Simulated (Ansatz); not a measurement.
CaSe:

```
Se Ca
1.0
     0.00000    2.95600    2.95600
     2.95600    0.00000    2.95600
     2.95600    2.95600    0.00000
Se Ca
1 1
Direct
  0.50000 0.50000 0.50000
  0.00000 0.00000 0.00000
```

Base run:

```yaml
Program: Ansatz 0.2.0
Functional: HSE06
Potentials_or_basis: all-electron PAW datasets made for the crystal
Cutoff: 250 eV (chosen from the basis error)
k_mesh: 6 × 6 × 6
Occupations: fermi-dirac, width 0.05 eV
Spin: no spin polarisation
```

Its results: band gap on the k mesh 2.97 eV, indirect (least direct gap 4.02 eV); pressure 0.8 GPa.

The run is repeated on the same cell with these changes: functional from HSE06 to PBE0. What comes out?

Band gap on the k mesh 3.65 eV, indirect (least direct gap 4.72 eV); pressure 0.8 GPa.

A k mesh can miss the band edges.
